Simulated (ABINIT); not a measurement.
The system is Te.

```
Te
1.0
     4.45400    0.00000    0.00000
    -2.22700    3.85728    0.00000
     0.00000    0.00000    5.92400
Te
3
Cartesian
  1.6279 2.8197 0.0000
  -0.5991 1.0376 3.9493
  1.1981 0.0000 1.9747
```

Base run:

| Item | Value |
| --- | --- |
| Program | ABINIT 10.8.3 (patched build) |
| Functional | PW91 |
| Potentials or basis | JTH PAW PBE v2.0 |
| Cutoff | 408 eV |
| k mesh | 7 × 7 × 5 |
| Occupations | fermi-dirac, width 0.05 eV |
| Spin | no spin polarisation |

Its results: pressure 1.5 GPa; largest force 0.235 eV/Å.

Problem. After a change of settings the same cell gave: pressure -1.8 GPa; largest force 0.174 eV/Å. Which change was it?
A. functional from PW91 to AM05
B. functional from PW91 to PBEsol; k mesh from 7 × 7 × 5 to 9 × 9 × 6
C. functional from PW91 to HCTH407
D. functional from PW91 to SOGGA

Solution. D.

SOGGA binds more tightly than PW91, so the same cell stands under less pressure.

Caveats: the PAW data sets were made with another functional, which shifts forces and pressure a little.

Not every run made on this cell is shown here.
